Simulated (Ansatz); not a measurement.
Level of theory: DFT PBE, scalar-relativistic, plane waves, PAW in Ansatz 0.2.0. Settings of the last relaxation (6-atom cell): 420 eV, 8×8×8 k points, Gaussian smearing of 0.02 eV, no spin polarisation.

Formation energies are uncorrected and refer to the elements' standard structures at the same level (O₂ as a molecule).

Problem. Suggest a trial structure for a tetragonal wide-gap insulator with formula HfO2, with a gap near 4.4 eV, a formation energy near −3.46 eV/atom and a density near 8.13 g/cm³, in a cell of 6 atoms. Its symmetry should be I4_1/amd (No. 141).

Solution. HfO2, space group I4_1/amd (No. 141). Hf has 6 O at 2.07–2.15 Å; O has 3 Hf at 2.07–2.15 Å.

Space group I4_1/amd:1 (No. 141). a = 4.019 Å, b = 4.019 Å, c = 10.645 Å, α = 90.00°, β = 90.00°, γ = 90.00°
```tsv
atom	site	symmetry	x	y	z
Hf	4a	-4m2	0.0000	0.0000	0.0000
O	8e	2mm.	0.5000	0.5000	0.2983
```

* Volume per atom: 14.33 Å³
* Density: 8.13 g/cm³
* Energy over the elements: −3.465 eV/atom
* Gap on the 8×8×8 mesh of the 6-atom cell: 4.43 eV

It was reached by relaxing an invented guess, and it needn't be the stable form of this composition. The answer needn't be unique; the calculation gave this one.

Spin–orbit coupling, which can matter for Hf, is left out. Kohn–Sham gaps at this level usually fall short of measured ones. A later test with randomly moved atoms came back to the same energy, though modes that don't fit the test's cell weren't probed.
